Question

Hafnium nitride, HfN, is a hard metallic nitride with the rocksalt structure. A density functional calculation (PBE) gives it an equilibrium volume V₀ of 11.757 Å³ per atom. When the volume is 3 % smaller the pressure is 8.56 GPa, and when it is 3 % larger the pressure is −7.31 GPa, the minus sign meaning that the crystal is pulled apart evenly from all sides.

(a) Find a rule, simple enough for mental arithmetic, for the energy and the pressure at other volumes.
(b) Apply it at 11.052 and at 12.933 Å³ per atom.
(c) At 10.347, 10.699, 11.052 and 12.933 Å³ per atom the full calculation gives energies of 173.9, 92.3, 38.7 and 81.7 meV per atom above the minimum, and pressures of 44.18, 30.36, 18.59 and −20.46 GPa. Compare your rule with these values and say where it stops being useful.

Model answer

(a) For HfN, a volume change of 1 % costs about 1 meV per atom and takes a pressure of between 2 and 3 GPa. The energy grows with the square of the change, so 10 % costs about a hundred times as much as 1 %. These sizes follow from the bulk modulus B, the resistance to a uniform change of volume. The two given pressures differ by 15.87 GPa over a volume change of 6 %:

B ≈ 15.87 GPa / 0.060 ≈ 265 GPa

If the crystal were an ideal spring, B would be all we needed. A real crystal becomes stiffer when squeezed, because the repulsion between overlapping electron shells rises faster than the attraction that binds the atoms. In many solids the stiffness grows by roughly 4 GPa for each GPa of pressure. We adopt that value, with P for the pressure and V for the volume per atom:

−V dP/dV = B + 4P

This equation integrates to a fourth-power law:

P = (B/4) [(V₀/V)⁴ − 1]

For small changes it can be expanded. Let q be the volume change in per cent, negative for compression. Keeping the first correction to the spring gives

P ≈ −(B/100) q (1 − q/40)

The energy over the minimum, E, is the work done against this pressure, so one more integration gives

E ≈ k q² (1 − q/60)

Here k is half of B times V₀, taken for a change of 1 %. Since 1 eV/Å³ is 160.2 GPa,

k = ½ × (265/160.2) eV/Å³ × 11.757 Å³ × (0.01)² ≈ 0.97 meV per atom

(b) The volume 11.052 Å³ is a compression of 6 %, so q = −6:

E ≈ 0.97 × 36 × 1.10 ≈ 38.4 meV per atom
P ≈ 2.65 × 6 × 1.15 ≈ 18.3 GPa

The volume 12.933 Å³ is an expansion of 10 %, so q = +10:

E ≈ 0.97 × 100 × 0.833 ≈ 81 meV per atom
P ≈ −2.65 × 10 × 0.75 ≈ −19.9 GPa

(c) The values quoted in the question belong to this scan of eight volumes:

Rocksalt HfN, computed with Ansatz 0.2.0: density functional theory with PBE, scalar-relativistic plane-wave PAW, no spin polarisation, 420 eV cutoff, 16×16×16 k mesh, Gaussian smearing of 0.1 eV. Energies are counted from the minimum of a third-order Birch-Murnaghan fit; pressures come from the computed stress and are positive under compression.

```
volume per atom (Å³/atom)  energy over minimum (meV/atom)  pressure (GPa)
                   10.347                           173.9           44.18
                   10.699                            92.3           30.36
                   11.052                            38.7           18.59
                   11.405                             9.2            8.56
                   11.757                             0.0            0.00
                   12.110                             8.3           -7.31
                   12.463                            31.4          -13.55
                   12.933                            81.7          -20.46
```

In this structure symmetry fixes the shape of the cell and the places of the atoms, so the rows differ only in volume.

Neither of the two worked volumes was used to find B. Their energies come out within about 1 % of the computed ones, and their pressures are 2 to 3 % too small in size. Over the whole table the energy rule stays within 4 % of the calculation. The pressure rule does equally well except at the strongest compression, where it is 7 % too low. Beyond about 10 % compression the short pressure rule should therefore give way to the fourth-power law, which the table tests only up to 12 % compression. On the stretched side the table ends at 10 % expansion, and neither form is tested further.

Remarks on the reasoning

The correction matters because a plain spring treats squeezing and stretching alike. The computed energy is 38.7 meV per atom at 6 % compression but only 31.4 meV at 6 % expansion. The factors 1.10 and 0.90 in the energy rule account for nearly all of this difference. A candidate who leaves out the correction still gets the right order of magnitude, but overestimates the cost of a 10 % expansion by about a fifth.

The assumed growth of stiffness can be checked against the table. Take the stiffness from each pair of neighbouring rows and plot it against the mean pressure of the pair. A least-squares line through the seven points has a slope of 4.16, close to the assumed 4. The stiffness itself more than doubles across the table, from 187 GPa between the two largest volumes to 413 GPa between the two smallest.

The short rules lose accuracy under strong compression mainly because the expansion was cut off. A Birch-Murnaghan curve fitted to all eight energies gives 4.26 instead of 4 for the growth of stiffness at zero pressure. Putting that value into the short energy rule raises the estimate at the smallest volume only from 168 to 169 meV per atom, while the computed value is 173.9 meV. Most of the shortfall therefore belongs to the neglected higher terms.

For pressures under strong compression it is better to use the fourth-power law itself, which needs only two squarings on a pocket calculator. On the compressed side it agrees with the table to about 0.1 %. Such close agreement does not prove that the slope is exactly 4. The fitted slope at zero pressure is 4.26, yet with that value the law does worse and gives 44.9 GPa at the smallest volume instead of the computed 44.18 GPa. The slope is somewhat above 4 near equilibrium and falls under pressure, so a constant 4 serves well under compression. Two small errors also cancel in part: the B taken from the two given pressures lies slightly above that of the fitted curve, and this offsets a slope that is slightly too low.

On the stretched side neither form should be carried far beyond the table. The short pressure rule predicts that the tension peaks at 20 % expansion, but this peak is a product of the cut-off expansion and is no estimate of strength. The fourth-power law fails in the opposite way, since its tension never falls back to zero however far the atoms are separated. Breaking a crystal also involves cracks and changes of shape, which a uniform change of volume leaves out.

An engineer should note two further conditions. The rule applies to equal pressure from all sides, whereas a coating strained in its plane also changes shape and needs further elastic constants. The calculation describes a perfect crystal at zero temperature, without vibrations. It also leaves out spin polarisation and keeps the rocksalt symmetry throughout, so it would not have found a magnetic or distorted state of lower energy. The rule inherits any error of PBE in V₀ and B, so its agreement with the table shows that the curve has the assumed shape, not that the curve matches a measured sample.

To transfer the rule, replace V₀ and B and keep the correction as a first guess. Sodium chloride, which has the same structure but is held together by singly charged ions at longer distances, is far softer than HfN. Its larger volume per atom makes up for only part of that, so the same percentage change costs much less energy. The lopsided shape of the curve remains, because there too the repulsion rises faster than the attraction when the ions are pushed together.
